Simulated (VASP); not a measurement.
# LiCl (Fm-3m) in VASP: further runs

The runs below take LiCl through dielectric tensor, phonons, with LDA, PBEsol.

All numbers are computed with VASP 6.6.1; they aren't measurements. Logs are shortened: lines on timing, memory, paths and dates and some standing lists are left out, and cuts for length are marked.

**The experiment to reproduce.**

A printed reference work, monograph reports, for a bulk crystal of LiCl: high-frequency dielectric constant 2.75.

The runs below are set against these values where they give the same quantity.

## 1. Starting point

The structure is cubic, space group Fm-3m (No. 225). Conventional cell: a = 4.961 Å, b = 4.961 Å, c = 4.961 Å, α = 90.00°, β = 90.00°, γ = 90.00°. Li (site symmetry m-3m) has 6 Cl at 2.48 Å as nearest neighbours. Around Cl (site symmetry m-3m) lie 6 Li at 2.48 Å.

## 2. Dielectric tensor, LDA

The input, INCAR:

```
PREC     = Accurate       # precision mode
ENCUT    = 600            # plane-wave cutoff, eV
EDIFF    = 1E-8           # SCF threshold, eV
ISMEAR   = 0              # smearing method
SIGMA    = 0.03           # smearing width, eV
LREAL    = F              # projectors in reciprocal space
LASPH    = T              # aspherical terms in the spheres
NELM     = 80             # most SCF steps
ALGO     = Normal         # electronic algorithm
ISIF     = 2              # what is computed and relaxed
LWAVE    = F              # write WAVECAR
LCHARG   = F              # write CHGCAR
LEPSILON = T              # dielectric tensor by DFPT
```

The input, KPOINTS:

```
Automatic mesh
0
Monkhorst-Pack
  16 16 16
```

The input, POSCAR:

```
LiCl                                    
1.0
    0.0000000000      2.4803862653      2.4803862653
    2.4803862653      0.0000000000      2.4803862653
    2.4803862653      2.4803862653      0.0000000000
  Li              Cl            
     1     1
Direct
     1.0000000000000000    0.0000000000000000    1.0000000000000000
     0.5000000000000000    0.5000000000000000    0.5000000000000000
```

Potentials or basis: VASP PAW LDA potentials, release 64 (Li_sv, Cl).

On the command line:

```
$ cat potpaw_LDA.64/Li_sv/POTCAR potpaw_LDA.64/Cl/POTCAR > POTCAR
$ mpirun -np 1 vasp_std > vasp.out
```

OUTCAR:

```text
PREC = Accurate
   ENCUT = 600
   EDIFF = 1E-8
   ISMEAR = 0
   LREAL = F
   LASPH = T
   NELM = 80
   ISIF = 2
   LEPSILON = T

 ion  position               nearest neighbor table
   1  0.000  0.000  0.000-   2 2.48   2 2.48   2 2.48   2 2.48   2 2.48   2 2.48
   2  0.500  0.500  0.500-   1 2.48   1 2.48   1 2.48   1 2.48   1 2.48   1 2.48

  LATTYP: Found a face centered cubic cell.
 ALAT       =     4.9607725306

  Lattice vectors:

 A1 = (   0.0000000000,   2.4803862653,   2.4803862653)
 A2 = (   2.4803862653,   0.0000000000,   2.4803862653)
 A3 = (   2.4803862653,   2.4803862653,   0.0000000000)

Analysis of symmetry for initial positions (statically):
=====================================================================
 Subroutine PRICEL returns:
 Original cell was already a primitive cell.

 Routine SETGRP: Setting up the symmetry group for a
 face centered cubic supercell.

 Subroutine GETGRP returns: Found 48 space group operations
 (whereof 48 operations were pure point group operations)
 out of a pool of 48 trial point group operations.

The static configuration has the point symmetry O_h .

Analysis of symmetry for dynamics (positions and initial velocities):
=====================================================================
 Subroutine PRICEL returns:
 Original cell was already a primitive cell.

 Routine SETGRP: Setting up the symmetry group for a
 face centered cubic supercell.

 Subroutine GETGRP returns: Found 48 space group operations
 (whereof 48 operations were pure point group operations)
 out of a pool of 48 trial point group operations.

The dynamic configuration has the point symmetry O_h .

 Subroutine INISYM returns: Found 48 space group operations
 (whereof 48 operations are pure point group operations),
 and found     1 'primitive' translations

----------------------------------------------------------------------------------------

                                     Primitive cell

  volume of cell :      30.5202

  direct lattice vectors                    reciprocal lattice vectors
     0.000000000  2.480386265  2.480386265    -0.201581506  0.201581506  0.201581506
     2.480386265  0.000000000  2.480386265     0.201581506 -0.201581506  0.201581506
     2.480386265  2.480386265  0.000000000     0.201581506  0.201581506 -0.201581506

  length of vectors
     3.507795896  3.507795896  3.507795896     0.349149411  0.349149411  0.349149411

  position of ions in fractional coordinates (direct lattice)
     0.000000000  0.000000000  0.000000000
     0.500000000  0.500000000  0.500000000

  ion indices of the primitive-cell ions
   primitive index   ion index
                 1           1
                 2           2

----------------------------------------------------------------------------------------

 KPOINTS: Automatic mesh

Automatic generation of k-mesh.
 Grid dimensions read from file:
 generate k-points for:   16   16   16

 Generating k-lattice:

  Cartesian coordinates                     Fractional coordinates (reciprocal lattice)
    -0.012598844  0.012598844  0.012598844     0.062500000  0.000000000  0.000000000
     0.012598844 -0.012598844  0.012598844     0.000000000  0.062500000  0.000000000
     0.012598844  0.012598844 -0.012598844     0.000000000  0.000000000  0.062500000

  Length of vectors
     0.021821838  0.021821838  0.021821838

  Shift w.r.t. Gamma in fractional coordinates (k-lattice)
     0.500000000  0.500000000  0.500000000

 Subroutine IBZKPT returns following result:
 ===========================================

 Found    408 irreducible k-points:
[... 74 lines left out ...]
   IVDW    =     0    specifies the selected vdW correction
   LEPSILON=     T    determine dielectric tensor
   LRPA    =     F    only Hartree local field effects (RPA)
 non-spin polarized calculation
 Gauss-broadening in eV      SIGMA  =   0.03
  energy-cutoff  :      600.00
  volume of cell :       30.52
 maximum number of plane-waves:      1033
   NGX = 13   NGY = 13   NGZ = 13

--------------------------------------- Ionic step        1  -------------------------------------------

 number of electron      10.0000000 magnetization

 number of electron       9.9999992 magnetization

 E-fermi :   1.4927     XC(G=0):  -9.5968

 val. band max:        1.2706028174   @ k =   0.1562   0.0937   0.0937
 cond. band min:       7.7987434459   @ k =   0.4687   0.4687   0.4687
 fundamental gap:      6.5281406285
 Fermi energy:         1.4927418668

 k-point     1 :       0.0312    0.0312    0.0312
  band No.  band energies     occupation
      1     -41.0688      2.00000
      2     -12.4378      2.00000
      3       1.2235      2.00000
      4       1.2641      2.00000
      5       1.2641      2.00000
      6       7.9345      0.00000
      7      13.0002      0.00000
      8      13.0942      0.00000
      9      13.0942      0.00000
[... 265 lines left out ...]
 k-point    24 :      -0.4687    0.0937    0.0312
  band No.  band energies     occupation
      1     -41.0635      2.00000
      2     -11.6838      2.00000
      3      -2.0130      2.00000
      4       0.7001      2.00000
      5       0.8941      2.00000
      6       8.1123      0.00000
      7      10.4757      0.00000
      8      10.7093      0.00000
      9      14.6857      0.00000

 [... further k-points ...]

  FORCE on cell =-STRESS in cart. coord.  units (eV):
  Direction    XX          YY          ZZ          XY          YZ          ZX
  --------------------------------------------------------------------------------------
  -------------------------------------------------------------------------------------
  Total        0.0027304      0.0027304      0.0027304      0.0000000      0.0000000      0.0000000
  in kB        0.1433321      0.1433321      0.1433321      0.0000000      0.0000000      0.0000000
  external PRESSURE =       0.1433321 kB  Pullay stress =       0.0000000 kB

 VOLUME and BASIS-vectors are now :
 -----------------------------------------------------------------------------
  energy-cutoff  :      600.00
  volume of cell :       30.52
      direct lattice vectors                 reciprocal lattice vectors
     0.000000000  2.480386265  2.480386265    -0.201581506  0.201581506  0.201581506
     2.480386265  0.000000000  2.480386265     0.201581506 -0.201581506  0.201581506
     2.480386265  2.480386265  0.000000000     0.201581506  0.201581506 -0.201581506

 POSITION                                       TOTAL-FORCE (eV/Angst)
 -----------------------------------------------------------------------------------
      0.00000      0.00000      0.00000        -0.000000     -0.000000      0.000000
      2.48039      2.48039      2.48039         0.000000      0.000000      0.000000
 -----------------------------------------------------------------------------------
    total drift:                                0.000000      0.000000      0.000000

  FREE ENERGIE OF THE ION-ELECTRON SYSTEM (eV)
  ---------------------------------------------------
  free  energy   TOTEN  =        -8.0958925924 eV

  energy  without entropy=       -8.0958925924  energy(sigma->0) =       -8.09589259

 HEAD OF MICROSCOPIC STATIC DIELECTRIC TENSOR (INDEPENDENT PARTICLE, excluding Hartree and local field effects)
 ------------------------------------------------------
           3.551943     0.000000     0.000000
           0.000000     3.551943    -0.000000
           0.000000     0.000000     3.551943
 ------------------------------------------------------

 Free energy of the ion-electron system (eV)
  ---------------------------------------------------
  ---------------------------------------------------
  free energy    TOTEN  =        -0.20037210 eV

  energy without entropy =       -0.20037210

------------------------ aborting loop because EDIFF is reached ----------------------------------------

--------------------------------------- Ionic step        2  -------------------------------------------

------------------------ aborting loop because EDIFF is reached ----------------------------------------

--------------------------------------- Ionic step        3  -------------------------------------------

 Free energy of the ion-electron system (eV)
  ---------------------------------------------------
  ---------------------------------------------------
  free energy    TOTEN  =        -0.20037206 eV

  energy without entropy =       -0.20037206

------------------------ aborting loop because EDIFF is reached ----------------------------------------

 PIEZOELECTRIC TENSOR FIELD DIRECTION 3  (e Angst)
 -----------------------------------------------------------------------------
    -0.00050  0.00000  0.00000           ( -0.00000  0.00000  0.00000)
     0.00000 -0.00050 -0.00000           (  0.00000 -0.00000 -0.00000)
     0.00000 -0.00000 -0.00004           (  0.00000 -0.00000 -0.00000)

 PIEZOELECTRIC TENSOR FIELD DIRECTION 3  (C/m^2)
 -----------------------------------------------------------------------------
    -0.00026  0.00000  0.00000
     0.00000 -0.00026 -0.00000
     0.00000 -0.00000 -0.00002

 MACROSCOPIC STATIC DIELECTRIC TENSOR (including local field effects in DFT)
 ------------------------------------------------------
           3.188176     0.000000    -0.000000
          -0.000000     3.188176    -0.000000
          -0.000000    -0.000000     3.188176
 ------------------------------------------------------

 PIEZOELECTRIC TENSOR (including local field effects)  for field in x, y, z        (e  Angst)
          XX          YY          ZZ          XY          YZ          ZX
  --------------------------------------------------------------------------------
  x     0.00000     0.00000     0.00000     0.00000     0.00000     0.00000
  y     0.00000     0.00000     0.00000     0.00000     0.00000     0.00000
  z     0.00000     0.00000     0.00000     0.00000     0.00000     0.00000

 PIEZOELECTRIC TENSOR (including local field effects)  for field in x, y, z        (C/m^2)
          XX          YY          ZZ          XY          YZ          ZX
  --------------------------------------------------------------------------------
  x     0.00000     0.00000     0.00000     0.00000     0.00000     0.00000
  y     0.00000     0.00000     0.00000     0.00000     0.00000     0.00000
  z     0.00000     0.00000     0.00000     0.00000     0.00000     0.00000

 BORN EFFECTIVE CHARGES (including local field effects) (in |e|, cummulative output)
 ---------------------------------------------------------------------------------
 ion    1
    1     1.16420     0.00000     0.00000
    2    -0.00000     1.16420     0.00000
    3     0.00000     0.00000     1.16420
 ion    2
    1    -1.16420    -0.00000     0.00000
    2     0.00000    -1.16420     0.00000
    3     0.00000     0.00000    -1.16420
```

It took 23 min on 1 thread of Intel Xeon 6975P-C (Granite Rapids), shared host; peak memory 0.91 GiB.

Results:

* Electronic dielectric tensor (diagonal): 3.19
* Born charges (mean of the diagonal): Li +1.16; Cl -1.16 e

Electronic dielectric tensor:
```
3.19 0.00 0.00
0.00 3.19 0.00
0.00 0.00 3.19
```

Born effective charge tensors (e):
atom 1, Li
```
1.16 0.00 0.00
0.00 1.16 0.00
0.00 0.00 1.16
```
atom 2, Cl
```
-1.16  0.00  0.00
 0.00 -1.16  0.00
 0.00  0.00 -1.16
```

Caveat: the cutoff is under 1.25 times the usual one of these potentials, so pressure, stress and relaxed cells hold a basis-set (Pulay) error.

## 3. Phonons, PBEsol

This run uses another cell than the first one, of 16.20 Å³/atom, 1.062 times its volume.

The input, POSCAR:

```
LiCl
1.0
    0.0000000000      2.5305222624      2.5305222624
    2.5305222624      0.0000000000      2.5305222624
    2.5305222624      2.5305222624      0.0000000000
  Li              Cl
     1     1
Direct
     0.0000000000000000    0.0000000000000000    0.0000000000000000
     0.5000000000000000    0.5000000000000000    0.5000000000000000
```

The input, INCAR.step1:

```
ALGO = Normal
EDIFF = 1E-8
EDIFFG = -0.002
ENCUT = 600
GGA = PS
IBRION = 2
ISIF = 3
ISMEAR = 0
LASPH = True
LCHARG = False
LREAL = False
LWAVE = False
NELM = 80
NSW = 40
PREC = Accurate
SIGMA = 0.03
```

The input, INCAR.step2:

```
ALGO = Normal
EDIFF = 1E-8
ENCUT = 600
GGA = PS
IBRION = 6
ISIF = 2
ISMEAR = 0
LASPH = True
LCHARG = False
LREAL = False
LWAVE = False
NELM = 80
NFREE = 2
NSW = 1
POTIM = 0.015
PREC = Accurate
SIGMA = 0.03
```

The input, KPOINTS:

```
k-points
0
Gamma
  10 10 10
```

Potentials or basis: VASP PAW PBE potentials, release 64 (Li_sv, Cl).

On the command line:

```
$ cat potpaw_PBE.64/Li_sv/POTCAR potpaw_PBE.64/Cl/POTCAR > POTCAR
$ cp INCAR.step1 INCAR
$ mpirun -np 1 vasp_std > vasp.out
$ cp CONTCAR POSCAR
$ cp INCAR.step2 INCAR
$ mpirun -np 1 vasp_std > vasp.out
```

OUTCAR:

```text
EDIFF = 1E-8
   ENCUT = 600
   GGA = PS
   IBRION = 6
   ISIF = 2
   ISMEAR = 0
   LASPH = True
   LREAL = False
   NELM = 80
   NFREE = 2
   NSW = 1
   POTIM = 0.015
   PREC = Accurate

 ion  position               nearest neighbor table
   1  0.000  0.000  0.000-   2 2.53   2 2.53   2 2.53   2 2.53   2 2.53   2 2.53
   2  0.500  0.500  0.500-   1 2.53   1 2.53   1 2.53   1 2.53   1 2.53   1 2.53

  LATTYP: Found a face centered cubic cell.
 ALAT       =     5.0610445248

  Lattice vectors:

 A1 = (   0.0000000000,   2.5305222624,   2.5305222624)
 A2 = (   2.5305222624,   0.0000000000,   2.5305222624)
 A3 = (   2.5305222624,   2.5305222624,   0.0000000000)

Analysis of symmetry for initial positions (statically):
=====================================================================
 Subroutine PRICEL returns:
 Original cell was already a primitive cell.

[... 632 lines left out ...]
  Total        0.0019695     -0.0003356     -0.0003356      0.0000000      0.0000000      0.0000000
  in kB        0.0973635     -0.0165928     -0.0165928      0.0000000      0.0000000      0.0000000
  external PRESSURE =       0.0213926 kB  Pullay stress =       0.0000000 kB
[... 17 lines left out ...]
  FREE ENERGIE OF THE ION-ELECTRON SYSTEM (eV)
  ---------------------------------------------------
  free  energy   TOTEN  =        -7.6393487846 eV

  energy  without entropy=       -7.6393487846  energy(sigma->0) =       -7.63934878

 INTERNAL STRAIN TENSORS FROM DISPLACED ATOMS
 ============================================

 INTERNAL STRAIN TENSOR FOR ION    1 for displacements in x,y,z  (eV/Angst):
          X           Y           Z          XY          YZ          ZX
  --------------------------------------------------------------------------------
  x     0.00000     0.00000     0.00000     0.00000     0.00000     0.00000
  y     0.00000     0.00000     0.00000     0.00000     0.00000     0.00000
  z     0.00000     0.00000     0.00000     0.00000     0.00000     0.00000

 INTERNAL STRAIN TENSOR FOR ION    2 for displacements in x,y,z  (eV/Angst):
          X           Y           Z          XY          YZ          ZX
  --------------------------------------------------------------------------------
  x     0.00000     0.00000     0.00000     0.00000     0.00000     0.00000
  y     0.00000     0.00000     0.00000     0.00000     0.00000     0.00000
  z     0.00000     0.00000     0.00000     0.00000     0.00000     0.00000

 Eigenvectors and eigenvalues of the dynamical matrix
 ----------------------------------------------------

   1 f  =    6.223474 THz    39.103241 2PiTHz  207.592749 cm-1    25.738209 meV
             X         Y         Z           dx          dy          dz
      0.000000  0.000000  0.000000     0.913336    0.000000    0.000000
      2.530522  2.530522  2.530522    -0.407206    0.000000    0.000000
[... 21 lines left out ...]
   6 f/i=    0.006128 THz     0.038506 2PiTHz    0.204420 cm-1     0.025345 meV
             X         Y         Z           dx          dy          dz
      0.000000  0.000000  0.000000    -0.381200   -0.103877    0.098552
      2.530522  2.530522  2.530522    -0.855007   -0.232990    0.221046

 ELASTIC MODULI CONTR FROM IONIC RELAXATION (kBar)
 Direction    XX          YY          ZZ          XY          YZ          ZX
 --------------------------------------------------------------------------------
 XX           0.0000      0.0000      0.0000      0.0000      0.0000      0.0000
 YY           0.0000      0.0000      0.0000      0.0000      0.0000      0.0000
 ZZ           0.0000      0.0000      0.0000      0.0000      0.0000      0.0000
 XY           0.0000      0.0000      0.0000      0.0000      0.0000      0.0000
 YZ           0.0000      0.0000      0.0000      0.0000      0.0000      0.0000
 ZX           0.0000      0.0000      0.0000      0.0000      0.0000      0.0000
 --------------------------------------------------------------------------------
```

OSZICAR.step1:

```text
N       E                     dE             d eps       ncg     rms          rms(c)
DAV:   1     0.458445422756E+02    0.45845E+02   -0.47115E+03   846   0.114E+03
DAV:   2    -0.560179802374E+01   -0.51446E+02   -0.50054E+02  1160   0.169E+02
DAV:   3    -0.763823609406E+01   -0.20364E+01   -0.20340E+01  1003   0.403E+01
DAV:   4    -0.769159822105E+01   -0.53362E-01   -0.53291E-01  1353   0.633E+00
DAV:   5    -0.769188221434E+01   -0.28399E-03   -0.28399E-03  1066   0.482E-01    0.234E+00
DAV:   6    -0.763973717771E+01    0.52145E-01   -0.11754E-01   943   0.198E+00    0.159E+00
DAV:   7    -0.763764877219E+01    0.20884E-02   -0.40139E-02  1245   0.131E+00    0.752E-01
DAV:   8    -0.763943091408E+01   -0.17821E-02   -0.51851E-03  1094   0.607E-01    0.105E-01
DAV:   9    -0.763942426424E+01    0.66498E-05   -0.17185E-04  1129   0.118E-01    0.325E-02
DAV:  10    -0.763945195454E+01   -0.27690E-04   -0.41416E-05   972   0.607E-02    0.172E-02
DAV:  11    -0.763945321421E+01   -0.12597E-05   -0.47751E-06  1174   0.186E-02    0.696E-03
DAV:  12    -0.763945318754E+01    0.26667E-07   -0.42023E-07   928   0.597E-03    0.146E-03
DAV:  13    -0.763945306346E+01    0.12408E-06   -0.21344E-08  1073   0.153E-03    0.260E-04
DAV:  14    -0.763945307703E+01   -0.13565E-07   -0.26118E-09   513   0.465E-04    0.922E-05
DAV:  15    -0.763945307222E+01    0.48049E-08   -0.87741E-10   478   0.257E-04
   1 F= -.76394531E+01 E0= -.76394531E+01  d E =-.763945E+01
```

It took 2 min on 1 thread of Intel Xeon Platinum 8488C (Sapphire Rapids), shared host; peak memory 0.2 GiB.

Results:

```
Highest phonon frequency at Γ, LO-TO splitting left out : 208 cm⁻¹
```

Phonon frequencies in cm⁻¹ (negative: imaginary):
```
              q point        frequencies
(0.000, 0.000, 0.000)  0 0 0 208 208 208
```

Caveat: the cutoff is under 1.25 times the usual one of these potentials, so pressure, stress and relaxed cells hold a basis-set (Pulay) error; the PAW data sets were made with another functional, which shifts forces and pressure a little.

(Continued in part 2 of 2.)
